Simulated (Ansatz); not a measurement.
**ZnSe: the band gap up the ladder of functionals**

One table from this session's results is given with a row withheld; the runs are named, their logs left out.

Code: Ansatz 0.2.0. PAW datasets, plane waves. No spin polarisation and no zero-point or thermal motion.

### The cell

The cell was relaxed beforehand with r2SCAN.

It is cubic, F-43m (No. 216); a = 5.665 Å in the conventional setting, 22.72 Å³ an atom. Around Zn lie 4 Se at 2.45 Å; around Se lie 4 Zn at 2.45 Å.

Coordinates:

```xyz
2
Lattice="0.0000 2.8324 2.8324 2.8324 0.0000 2.8324 2.8324 2.8324 0.0000" Properties=species:S:1:pos:R:3 pbc="T T T"
Zn    0.0000    0.0000    0.0000
Se    1.4162    1.4162    1.4162
```

Set-up of the first run:

Input file input.yaml:

```yaml
crystal:
  lattice:
    - [0.0, 2.832424676, 2.832424676]
    - [2.832424676, 0.0, 2.832424676]
    - [2.832424676, 2.832424676, 0.0]
  atoms:
    - { symbol: Zn, position: [0.0, 0.0, 0.0] }
    - { symbol: Se, position: [0.25, 0.25, 0.25] }
kpoints:
  mp_grid: { grid: [8, 8, 8] }
  band_path:
    path:
      - [[0.0, 0.0, 0.0], [-0.5, -0.5, -5.857809855612e-34], [-0.375, -0.375, 0.25]]
      - [[-0.375, -2.187973068434e-18, 0.375], [0.0, 0.0, 0.0], [-6.361560193939e-18, -6.361560193939e-18, 0.5], [-0.5, -0.25, 0.25], [-0.5, -0.5, -5.857809855612e-34]]
    npoints: 10
hamiltonian:
  xc: pbe
scf:
  occupations: { method: fermi_dirac, width: 0.02 }
  n_extra_bands: 4
output:
  forces: true
  stress: true
  eigenvalues: true
```

The run is started by

```console
ansatz run input.yaml --threads 2 --pin off --max-ram 4608MiB --backend cpu --events-out ev --progress --plain --runs-dir out
```

Steps of the session up to this table: Band structure with PBE; r2SCAN at the same geometry; HSE06 at the same geometry; PBE+SOC; PBE0 at the same geometry; Single point with LDA; Quasiparticle levels, G0W0@PBE; One-shot GW from PBE; Single point with DDH-PBE0; HSE06+SOC at the same geometry; Single point with r2SCAN0; Single point with r2SCANh.

One of the session's tables, all rows but one given; the rest of the session is left out.

```
                     level  gap (eV)
                       PBE      1.29
                    r2SCAN      1.87
                     HSE06      2.42
                   PBE+SOC         ?
                      PBE0      3.05
                       LDA      1.04
G0W0@PBE (135 empty bands)      2.31
G0W0@PBE (336 empty bands)      2.27
                  DDH-PBE0      2.24
                 HSE06+SOC      2.30
                   r2SCAN0      3.40
                   r2SCANh      2.48
```

Estimate the missing values for PBE+SOC.

**Answer.** gap (eV): 1.17. In the column «gap (eV)» it lies between LDA (1.04) and PBE (1.29).

Meshes: PBE 8×8×8, r2SCAN 8×8×8, HSE06 6×6×6, PBE+SOC 8×8×8, PBE0 6×6×6, LDA 8×8×8, DDH-PBE0 6×6×6, HSE06+SOC 4×4×4, r2SCAN0 6×6×6, r2SCANh 6×6×6

Caveats from the session: Spin-orbit coupling changes the PBE gap by -0.12 eV, and the other levels here lack it unless marked. Warnings in the runs' records: stress exchange threshold loose, stress scf threshold loose.
